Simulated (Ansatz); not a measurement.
Input of an Ansatz 0.2.0 run:

The input input.yaml:

```yaml
crystal:
  lattice:
    - [3.145, -2.25, 0.0]
    - [3.145, 2.25, 0.0]
    - [0.0, 0.0, 8.21]
  atoms:
    - { symbol: Cl, position: [0.37, 0.63, 0.4] }
    - { symbol: Cl, position: [0.13, 0.87, 0.9] }
    - { symbol: Cl, position: [0.63, 0.37, 0.6] }
    - { symbol: Cl, position: [0.87, 0.13, 0.1] }
hamiltonian:
  xc: pbe
  pseudopotentials: { kind: paw }
kpoints:
  mp_grid: { grid: [7, 7, 4] }
scf:
  occupations: { method: gaussian, width: 0.011 }
output:
  forces: true
  stress: true
  eigenvalues: true
```

Potentials or basis: Ansatz PAW.

Run with:

```console
$ ansatz run input.yaml --threads 2 --pin off --max-ram 5632MiB --backend cpu --events-out ev --progress --plain --runs-dir out
```

Question: What does it give for the pressure?

Answer: 0.7 GPa.

Question: What does it give for the largest force?

Answer: 0.098 eV/Å.

Question: Estimate the band gap on the k mesh.

Answer: 2.49 eV, indirect (least direct gap 2.55 eV).

Stress tensor (GPa, compression positive):
```
1.26 0.00 0.00
0.00 0.44 0.00
0.00 0.00 0.27
```

Caveat: odd divisions of the mesh miss points on the zone boundary, where band edges often lie, so the gap on the mesh can be too wide. A k mesh can miss the band edges.
